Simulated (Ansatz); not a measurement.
# How strongly the parts of graphene/h-BP/graphene sandwich (62 atoms) bind, part 3 of 3

Aim: the interaction energy between the two parts of graphene/h-BP/graphene sandwich (62 atoms) and its distance dependence.

Ansatz 0.2.0; Kohn-Sham DFT, PBE+D3(BJ), PAW (set soft_2), plane waves.

So far. Step 3 (Relaxation): The relaxation converged after 5 steps, 0.381 eV below its start, with a largest force component of 0.029 eV/Å. Step 6 (The upper part alone): The whole (-18434.935 eV) less the lower (-12409.205 eV) and the upper part (-6024.572 eV) leaves -1.157 eV.

### 7. Upper part moved by +0.3 Å

Moving the upper part rigidly maps the well in which it sits.

Input file input.yaml:

```yaml
crystal:
  lattice:
    - [8.5073, 0.0, 0.0]
    - [-4.25365, 7.36754, 0.0]
    - [0.0, 0.0, 20.91]
  atoms:
    - { symbol: C, position: [0.16664, 0.66683, 0.32888] }
    - { symbol: C, position: [0.16653, 0.49993, 0.32911] }
    - { symbol: C, position: [0.33324, 5.0e-05, 0.32864] }
    - { symbol: C, position: [0.33321, 0.83338, 0.32863] }
    - { symbol: C, position: [0.16655, 0.16677, 0.32911] }
    - { symbol: C, position: [0.16658, 0.99996, 0.32893] }
    [... 50 atom lines left out ...]
    - { symbol: C, position: [0.36594, 0.44195, 0.68619] }
    - { symbol: C, position: [0.36591, 0.27509, 0.68572] }
    - { symbol: C, position: [0.53261, 0.77506, 0.68688] }
    - { symbol: C, position: [0.53259, 0.60861, 0.68675] }
    - { symbol: C, position: [0.53258, 0.27507, 0.68584] }
    - { symbol: C, position: [0.5326, 0.1086, 0.686] }
kpoints:
  mp_grid: { grid: [3, 3, 1] }
hamiltonian:
  xc: pbe
  dispersion: d3bj
scf:
  occupations: { method: gaussian, width: 0.05 }
output:
  forces: true
  eigenvalues: true
```

Run with:

```bash
$ ansatz run input.yaml --threads 8 --pin off --max-ram 15872MiB --backend cpu --events-out ev --progress --plain --runs-dir out
```

Numbers of over 12 decimals in the logs are rounded to 6 here.

The log of the run:

```text
[...]
Crystal: 62 atoms, lattice volume = 1310.594 Å³
Basis set: ecut = 420 eV, 25707 PW (Γ), exchange–correlation on 120×120×288 points (8 copies of the dense FFT grid, shifted against one another)
Bands: 186, of which v1, the nominal top of the filled ones, is band 124 counted from 1 (123 counted from 0)
Symmetry: 1 space group operations
[...]
k-points: 5 of 9 (time reversal used)
[...]
SCF iter   1: F=—  HF=-18434.895167 eV  |F-HF|=—  |Δ(HF+E_count)|=         —  Δρ=3.16e-3  dr2=1.06e0  ethr=1.77e-3  ⟨swp⟩=9.8  Hψ=5938  notcnv=0  defer=198
[...]
SCF iter   4: F=—  HF=-18434.835126 eV  |F-HF|=—  |Δ(HF+E_count)|=   2.47e-2  Δρ=4.65e-4  dr2=2.33e-2  ethr=3.60e-4  ⟨swp⟩=1.2  Hψ=831  notcnv=0  defer=51
automatic band count: iteration 4 solves 144 bands in place of 186: the levels show a gap, and the empty bands left out lie too high to hold charge; the band table lists the bands solved (type scf.n_extra_bands for more)
SCF iter   5: F=—  HF=-18434.836492 eV  |F-HF|=—  |Δ(HF+E_count)|=   1.37e-3  Δρ=5.18e-4  dr2=6.19e-2  ethr=9.39e-6  ⟨swp⟩=3.4  Hψ=1646  notcnv=0  defer=261
[...]
SCF iter  12: F=-18434.835863 eV  HF=-18434.835863 eV  |F-HF|=1.19e-8  |Δ(HF+E_count)|=   1.69e-8  Δρ=6.32e-7  dr2=1.55e-8  ethr=4.03e-11  ⟨swp⟩=32.4  Hψ=3612  notcnv=0
SCF 1 converged in 12 iterations: F = -18434.835863 eV  dr2 = 1.55e-8
[...]
SCF converged after 12 iterations
Free energy (F): -18434.835863 eV
[...]
Internal energy: -18434.811944 eV  (E = F + TS)
E sigma→0 (E₀):  -18434.823903 eV
Entropy (-TS):   -0.023919 eV (-0.386 meV/atom)
Fermi energy:    1.114584 eV
[...]
--- Forces (eV/Å), atoms counted from 1 ---
  atom   1  C      0.00286772    -0.01161957     0.00480456
  atom   2  C     -0.00939220     0.02016062     0.00140648
  atom   3  C     -0.00802572    -0.00754196     0.00210623
  atom   4  C     -0.00425284     0.00129022     0.00180531
  atom   5  C      0.00069918    -0.01602860     0.00183360
  atom   6  C      0.00368547     0.01210571     0.00088411
  atom   7  C      0.01259001     0.00154036    -0.00082576
  atom   8  C      0.01533785     0.01385764     0.00729347
  atom   9  C     -0.00175500    -0.01455712     0.00180547
  atom  10  C      0.00443818    -0.00356938     0.00473292
  atom  11  C     -0.00361582    -0.00666482    -0.00204842
  atom  12  C     -0.00372168     0.00791788     0.00385321
  atom  13  C     -0.00766877    -0.02059851     0.00067138
  atom  14  C     -0.01551415     0.01526267     0.00345939
[...]
atom  61  C      0.00372544     0.01597201    -0.01467602
  atom  62  C      0.01568016    -0.01861221    -0.01632370
  max |Σ_I F_I| component: 1.31e-4 eV/Å
--- Band table (eV; the first three rows and the last of 5) ---
[...]
```

The job ended after 41 s (8 threads of Arm Neoverse V2, shared host; peak memory 5.1 GiB; 5.3 min of CPU time).

Upper part moved by +0.3 Å: the energy stands 0.0990 eV above that of the reference.

### 8. Upper part moved by -0.3 Å

Another point of the curve.

Input and log are left out; they have the form of those shown for this kind of step.

Elapsed: 29 s, on 8 threads of Arm Neoverse V2, shared host; peak memory 5 GiB.

Upper part moved by -0.3 Å: the energy stands 0.191 eV above that of the reference.

### 9. Upper part moved by +0.8 Å

Another point of the curve.

Input and log are left out; they have the form of those shown for this kind of step.

The job ended after 1.9 min (8 threads of Arm Neoverse V2, shared host; peak memory 5.1 GiB; 15 min of CPU time).

The program notes that the stability of the SCF solution was not settled.

Upper part moved by +0.8 Å: the energy stands 0.388 eV above that of the reference.

### 10. Upper part moved by +1.6 Å

Another point of the curve.

Input and log are left out; they have the form of those shown for this kind of step.

Wall time 33 s (8 threads of Arm Neoverse V2, shared host); peak memory 5.1 GiB.

Upper part moved by +1.6 Å: the energy stands 0.732 eV above that of the reference.

### 11. Upper part moved by +3 Å

Another point of the curve.

input.yaml, as its differences from that of step 7:

```diff
@@ -13,8 +13,8 @@
     [... 50 atom lines left out ...]
-    - { symbol: C, position: [0.36594, 0.44195, 0.68619] }
-    - { symbol: C, position: [0.36591, 0.27509, 0.68572] }
-    - { symbol: C, position: [0.53261, 0.77506, 0.68688] }
-    - { symbol: C, position: [0.53259, 0.60861, 0.68675] }
-    - { symbol: C, position: [0.53258, 0.27507, 0.68584] }
-    - { symbol: C, position: [0.5326, 0.1086, 0.686] }
+    - { symbol: C, position: [0.36594, 0.44195, 0.81531] }
+    - { symbol: C, position: [0.36591, 0.27509, 0.81484] }
+    - { symbol: C, position: [0.53261, 0.77506, 0.816] }
+    - { symbol: C, position: [0.53259, 0.60861, 0.81587] }
+    - { symbol: C, position: [0.53258, 0.27507, 0.81496] }
+    - { symbol: C, position: [0.5326, 0.1086, 0.81512] }
 kpoints:
```

The log of the run:

```text
[...]
Crystal: 62 atoms, lattice volume = 1310.594 Å³
Basis set: ecut = 420 eV, 25707 PW (Γ), exchange–correlation on 120×120×288 points (8 copies of the dense FFT grid, shifted against one another)
Bands: 186, of which v1, the nominal top of the filled ones, is band 124 counted from 1 (123 counted from 0)
Symmetry: 1 space group operations
[...]
k-points: 5 of 9 (time reversal used)
[...]
SCF iter   1: F=—  HF=-18434.000303 eV  |F-HF|=—  |Δ(HF+E_count)|=         —  Δρ=3.19e-3  dr2=1.18e0  ethr=1.77e-3  ⟨swp⟩=11.2  Hψ=6191  notcnv=0  defer=201
[...]
SCF iter  12: F=—  HF=-18433.954433 eV  |F-HF|=—  |Δ(HF+E_count)|=   1.01e-3  Δρ=4.21e-6  dr2=4.06e-6  ethr=6.91e-9  ⟨swp⟩=2.0  Hψ=1020  notcnv=0  defer=261
SCF iter  13: F=-18433.954433 eV  HF=-18433.954433 eV  |F-HF|=1.72e-9  |Δ(HF+E_count)|=   1.08e-8  Δρ=8.46e-7  dr2=1.49e-8  ethr=4.03e-11  ⟨swp⟩=29.8  Hψ=9583  notcnv=0
SCF 1 converged in 13 iterations: F = -18433.954433 eV  dr2 = 1.49e-8
[...]
SCF converged after 13 iterations
Free energy (F): -18433.954433 eV
[...]
Internal energy: -18433.930048 eV  (E = F + TS)
E sigma→0 (E₀):  -18433.942240 eV
Entropy (-TS):   -0.024386 eV (-0.393 meV/atom)
Fermi energy:    1.101328 eV
[...]
Σ components = -18433.954433   (vs F -18433.954433, Δ=0.00e0)
--- Forces (eV/Å), atoms counted from 1 ---
  atom   1  C      0.00250679    -0.01148942     0.00328391
  atom   2  C     -0.00914378     0.02019113     0.00003593
  atom   3  C     -0.00776974    -0.00770295     0.00061858
  atom   4  C     -0.00463220     0.00145497     0.00036053
[...]
atom  62  C      0.01405665    -0.02472713     0.00477100
  max |Σ_I F_I| component: 1.83e-4 eV/Å
--- Band table (eV; the first three rows and the last of 5) ---
[...]
```

Elapsed: 29 s, on 8 threads; peak memory 5 GiB.

Upper part moved by +3 Å: the energy stands 0.980 eV above that of the reference.

### 12. Whole cell, LDA

The three cells are solved again with another functional, at the same geometry, to see how much of the binding hangs on it.

This step: Kohn-Sham DFT, LDA, PAW (set soft_2), plane waves.

input.yaml, the sections that differ from step 11:

```yaml
crystal:
  lattice:
    - [8.5073, 0.0, 0.0]
    - [-4.25365, 7.36754, 0.0]
    - [0.0, 0.0, 20.91]
  atoms:
    [... the 62 atom lines of step 4 ...]
hamiltonian:
  xc: lda
output:
  forces: true
# kpoints, scf: as in step 11
```

The log of the run:

```text
[...]
Crystal: 62 atoms, lattice volume = 1310.594 Å³
Basis set: ecut = 420 eV, 25707 PW (Γ)
Bands: 186, of which v1, the nominal top of the filled ones, is band 124 counted from 1 (123 counted from 0)
Symmetry: 1 space group operations
[...]
k-points: 5 of 9 (time reversal used)
[...]
SCF iter   1: F=—  HF=-17791.762545 eV  |F-HF|=—  |Δ(HF+E_count)|=         —  Δρ=4.42e-3  dr2=1.84e-1  ethr=1.77e-3  ⟨swp⟩=12.2  Hψ=6768  notcnv=0  defer=177
[...]
SCF iter  11: F=-17791.727520 eV  HF=-17791.727520 eV  |F-HF|=5.07e-9  |Δ(HF+E_count)|=   4.83e-9  Δρ=1.15e-6  dr2=2.86e-8  ethr=4.03e-11  ⟨swp⟩=4.8  Hψ=2678  notcnv=0
SCF 1 converged in 11 iterations: F = -17791.727520 eV  dr2 = 2.86e-8
[...]
SCF converged after 11 iterations
Free energy (F): -17791.727520 eV
[...]
Internal energy: -17791.704414 eV  (E = F + TS)
E sigma→0 (E₀):  -17791.715967 eV
Entropy (-TS):   -0.023106 eV (-0.373 meV/atom)
Fermi energy:    0.799773 eV
[...]
--- Forces (eV/Å), atoms counted from 1 ---
  atom   1  C      0.00646951    -0.01212630     0.00844648
  atom   2  C     -0.01246809     0.02040147    -0.00088351
  atom   3  C     -0.00814027    -0.00589254     0.00510268
  atom   4  C     -0.00434404     0.00022229     0.00346779
  atom   5  C     -0.00092977    -0.01429855     0.00003136
  atom   6  C      0.00505504     0.01098693    -0.00128802
  atom   7  C      0.01404724     0.00133428    -0.00690560
  atom   8  C      0.01652795     0.01312978     0.00388070
  atom   9  C     -0.00072252    -0.01463006     0.00272142
  atom  10  C      0.00408524    -0.00211012     0.00449441
  atom  11  C     -0.00604744    -0.00910023    -0.00562380
  atom  12  C     -0.00335045     0.00693202     0.00835022
  atom  13  C     -0.00756344    -0.02403636     0.00029909
  atom  14  C     -0.01512275     0.01894814     0.00224022
[...]
atom  61  C      0.01149004     0.01163150     0.00054118
  atom  62  C      0.01747784    -0.00912631     0.00016200
  max |Σ_I F_I| component: 1.11e-3 eV/Å
```

Run time: 22 s. Hardware: 8 threads; peak memory 4.8 GiB; 2.8 min of CPU time.

### 13. Lower part, LDA

A part alone at that level.

input.yaml, as its differences from that of step 12:

```diff
@@ -6,3 +6,3 @@
   atoms:
-    [... the 62 atom lines of step 4 ...]
+    [... the 38 atom lines of step 5 ...]
 kpoints:
```

The log of the run:

```text
[...]
Crystal: 38 atoms, lattice volume = 1310.594 Å³
Basis set: ecut = 420 eV, 25707 PW (Γ)
Bands: 114, of which v1, the nominal top of the filled ones, is band 76 counted from 1 (75 counted from 0)
Symmetry: 1 space group operations
[...]
k-points: 5 of 9 (time reversal used)
[...]
SCF iter   1: F=—  HF=-11960.366966 eV  |F-HF|=—  |Δ(HF+E_count)|=         —  Δρ=3.32e-3  dr2=7.50e-2  ethr=1.77e-3  ⟨swp⟩=12.4  Hψ=4121  notcnv=0  defer=89
[...]
SCF iter  10: F=—  HF=-11960.363152 eV  |F-HF|=—  |Δ(HF+E_count)|=   1.23e-7  Δρ=2.37e-6  dr2=2.85e-7  ethr=3.03e-10  ⟨swp⟩=2.0  Hψ=647  notcnv=0  defer=143
SCF iter  11: F=-11960.363152 eV  HF=-11960.363152 eV  |F-HF|=1.16e-8  |Δ(HF+E_count)|=   5.83e-9  Δρ=1.21e-6  dr2=4.27e-8  ethr=6.58e-11  ⟨swp⟩=3.0  Hψ=1932  notcnv=0
SCF 1 converged in 11 iterations: F = -11960.363152 eV  dr2 = 4.27e-8
[...]
SCF converged after 11 iterations
Free energy (F): -11960.363152 eV
[...]
Internal energy: -11960.350788 eV  (E = F + TS)
E sigma→0 (E₀):  -11960.356970 eV
Entropy (-TS):   -0.012364 eV (-0.325 meV/atom)
Fermi energy:    -1.118905 eV
[...]
Σ components = -11960.363152   (vs F -11960.363152, Δ=0.00e0)
--- Forces (eV/Å), atoms counted from 1 ---
  atom   1  C      0.00566548    -0.01117485     0.00825835
  atom   2  C     -0.01171681     0.02025078    -0.00044817
  atom   3  C     -0.00765737    -0.00596679     0.00508041
  atom   4  C     -0.00547737     0.00008043     0.00360443
[...]
atom  38  P      0.00465539    -0.00536209     0.00041603
  max |Σ_I F_I| component: 3.71e-3 eV/Å
```

The job ended after 11 s (8 threads; peak memory 3.2 GiB; 83 s of CPU time).

### 14. Upper part, LDA

A part alone at that level.

input.yaml, as its differences from that of step 13:

```diff
@@ -6,3 +6,3 @@
   atoms:
-    [... the 38 atom lines of step 5 ...]
+    [... the 24 atom lines of step 6 ...]
 kpoints:
```

The log of the run:

```text
[...]
Crystal: 24 atoms, lattice volume = 1310.594 Å³
Basis set: ecut = 420 eV, 25707 PW (Γ)
Bands: 72, of which v1, the nominal top of the filled ones, is band 48 counted from 1 (47 counted from 0)
Symmetry: 1 space group operations
[...]
k-points: 5 of 9 (time reversal used)
[...]
SCF iter   1: F=—  HF=-5830.826337 eV  |F-HF|=—  |Δ(HF+E_count)|=         —  Δρ=2.76e-3  dr2=3.84e-2  ethr=1.77e-3  ⟨swp⟩=17.0  Hψ=2816  notcnv=0  defer=42
[...]
SCF iter   6: F=-5830.836177 eV  HF=-5830.836177 eV  |F-HF|=2.44e-8  |Δ(HF+E_count)|=   4.04e-7  Δρ=6.96e-7  dr2=6.61e-9  ethr=1.04e-10  ⟨swp⟩=4.0  Hψ=1103  notcnv=0
SCF 1 converged in 6 iterations: F = -5830.836177 eV  dr2 = 6.61e-9
[...]
SCF converged after 6 iterations
Free energy (F): -5830.836177 eV
[...]
Internal energy: -5830.824052 eV  (E = F + TS)
E sigma→0 (E₀):  -5830.830115 eV
Entropy (-TS):   -0.012125 eV (-0.505 meV/atom)
Fermi energy:    -2.692853 eV
[...]
--- Forces (eV/Å), atoms counted from 1 ---
  atom   1  C      0.00086464    -0.00545432    -0.00928409
  atom   2  C      0.00087856    -0.01261940     0.00343176
  atom   3  C      0.00891825     0.00478938    -0.01105738
  atom   4  C      0.00672173    -0.00394958    -0.01833474
  atom   5  C     -0.02348298     0.00619919    -0.01256115
  atom   6  C     -0.01368981    -0.00765436    -0.02836652
  atom   7  C     -0.00051816     0.00986027    -0.01254513
  atom   8  C      0.01482543    -0.00056364     0.01615087
  atom   9  C      0.01036157     0.01077162     0.00468595
  atom  10  C     -0.00801189    -0.00218110     0.01276017
  atom  11  C     -0.00413158    -0.01038187    -0.00672890
  atom  12  C      0.01687848     0.01254992     0.00658430
  atom  13  C     -0.00249509    -0.01331201    -0.00763031
  atom  14  C      0.00937782     0.00770040     0.01059284
[...]
atom  23  C     -0.00129032     0.01895392     0.01635437
  atom  24  C      0.01408290    -0.02456815     0.01005320
  max |Σ_I F_I| component: 7.44e-3 eV/Å
```

The job ended after 4.7 s (8 threads; peak memory 2.1 GiB; 36 s of CPU time).

At this level the whole less its parts is -0.528 eV.

### 15. Whole cell, r2SCAN+D4

The three cells are solved again with another functional, at the same geometry, to see how much of the binding hangs on it.

This step: Kohn-Sham DFT, r2SCAN+D4, PAW (set soft_2), plane waves.

Input and log are left out; they have the form of those shown for this kind of step.

The job ended after 41 s (8 threads of Arm Neoverse V2, shared host; peak memory 8 GiB; 5.3 min of CPU time).

### 16. Lower part, r2SCAN+D4

A part alone at that level.

Input and log are left out; they have the form of those shown for this kind of step.

The job ended after 29 s (8 threads of Arm Neoverse V2, shared host; peak memory 6 GiB; 3.8 min of CPU time).

### 17. Upper part, r2SCAN+D4

A part alone at that level.

input.yaml, as its differences from that of step 14:

```diff
@@ -10,3 +10,4 @@
 hamiltonian:
-  xc: lda
+  xc: r2scan
+  dispersion: d4
 scf:
```

The log of the run:

```text
[...]
Crystal: 24 atoms, lattice volume = 1310.594 Å³
Basis set: ecut = 500 eV, 33269 PW (Γ), exchange–correlation on 256×256×640 points (64 copies of the dense FFT grid, shifted against one another)
Bands: 72, of which v1, the nominal top of the filled ones, is band 48 counted from 1 (47 counted from 0)
Symmetry: 1 space group operations
[...]
k-points: 5 of 9 (time reversal used)
[...]
SCF iter   1: F=—  HF=-6039.858968 eV  |F-HF|=—  |Δ(HF+E_count)|=         —  Δρ=3.35e-3  dr2=4.38e-2  dr2_τ=4.98e0  ethr=1.77e-3  ⟨swp⟩=17.4  Hψ=2871  notcnv=0  defer=42
[...]
SCF iter   6: F=—  HF=-6040.354159 eV  |F-HF|=—  |Δ(HF+E_count)|=   1.41e-6  Δρ=5.68e-6  dr2=4.07e-7  dr2_τ=1.17e-8  ethr=4.85e-9  ⟨swp⟩=2.4  Hψ=493  notcnv=0  defer=91
SCF iter   7: F=-6040.354159 eV  HF=-6040.354159 eV  |F-HF|=2.03e-8  |Δ(HF+E_count)|=   6.06e-7  Δρ=8.66e-7  dr2=1.16e-8  dr2_τ=1.28e-9  ethr=1.04e-10  ⟨swp⟩=5.0  Hψ=1224  notcnv=0
SCF 1 converged in 7 iterations: F = -6040.354159 eV  dr2 = 1.16e-8
[...]
SCF converged after 7 iterations
Free energy (F): -6040.354159 eV
[...]
Internal energy: -6040.342142 eV  (E = F + TS)
E sigma→0 (E₀):  -6040.348151 eV
Entropy (-TS):   -0.012018 eV (-0.501 meV/atom)
Fermi energy:    -2.434768 eV
[...]
Σ components = -6040.354159   (vs F -6040.354159, Δ=0.00e0)
--- Forces (eV/Å), atoms counted from 1 ---
  atom   1  C      0.00971775    -0.00062861    -0.00835068
  atom   2  C      0.00970023    -0.00802156     0.00370873
  atom   3  C      0.00047039     0.00872698    -0.01014720
  atom   4  C      0.00570746    -0.01348872    -0.01753443
[...]
atom  24  C      0.00574862    -0.01882829     0.00996676
  max |Σ_I F_I| component: 4.81e-6 eV/Å
```

Run time: 15 s. Hardware: 8 threads; peak memory 4.6 GiB; 1.9 min of CPU time.

At this level the whole less its parts is -1.081 eV.

### 18. Interaction energy

Whole cell less its two parts, each frozen at the geometry of the whole and solved in the same cell with the same functional, so that energy zeros cancel. The upper part is 'layer 3' and the lower part 'layer 1 and layer 2'. The nearest atoms of the two parts stand 3.60 Å apart. The face is 62.68 Å².

| functional | interaction energy (eV) | of it, the added dispersion term (eV) | per area (meV/Å²) | per area (J/m²) | per atom of the upper part (meV) |
| --- | --- | --- | --- | --- | --- |
| PBE+D3(BJ) | -1.157 | -1.392 | -18.5 | -0.30 | -48.2 |
| LDA | -0.528 | - | -8.4 | -0.14 | -22.0 |
| r2SCAN+D4 | -1.081 | -0.791 | -17.2 | -0.28 | -45.0 |

### 19. Energy against separation

The upper part is moved rigidly along the normal from its place in the reference.

| shift (Å) | energy change (eV) | per area (meV/Å²) | share of the binding lost (%) |
| --- | --- | --- | --- |
| -0.3 | 0.191 | 3.04 | - |
| +0.0 | 0.000 | 0.00 | - |
| +0.3 | 0.099 | 1.58 | 9 |
| +0.8 | 0.388 | 6.20 | 34 |
| +1.6 | 0.732 | 11.68 | 63 |
| +3.0 | 0.980 | 15.64 | 85 |

### 20. Levels of whole and parts

| cell | level spacing (eV) | vacuum level at the upper face, over the highest filled level, or over E_F where no gap is given (eV) | moment (μB) |
| --- | --- | --- | --- |
| whole | - | 4.25 | no spin |
| lower part | - | - | no spin |
| upper part | - | 4.21 | no spin |

A dash marks a cell without a clear gap, or without a flat potential in the vacuum.

### 21. Findings

The parts bind with 18.5 meV/Å² (1.16 eV for the cell) at the level PBE+D3(BJ), the size of van der Waals binding between sheets. The added dispersion term contributes -1.392 eV, the functional itself 0.234 eV. At this one geometry the functionals range from -18.5 (PBE+D3(BJ)) to -8.4 meV/Å² (LDA). The curvature over ±0.3 Å is 0.82×10²⁰ N/m³, and the energy rises faster on the near side. At +3.0 Å, 85 % of the binding is lost; the shift also narrows the vacuum to the periodic image.

**Limits.** The functionals run at their own default cutoffs. The parts are frozen, so the energy of their deformation isn't counted. No correction is made for dipoles across the vacuum, and the parts also feel their periodic images through it.

The DFT runs together took 9 min of wall time.

[Logs are printed without paths, hosts, clocks, repeated set-up lines and the standing remarks that a program may print on its own settings, such as how far it seeks lower states.]

[Hosts, paths, dates, database ids (printed as entryN), source tags and the programs' standing remarks are cut or masked in the printed files.]
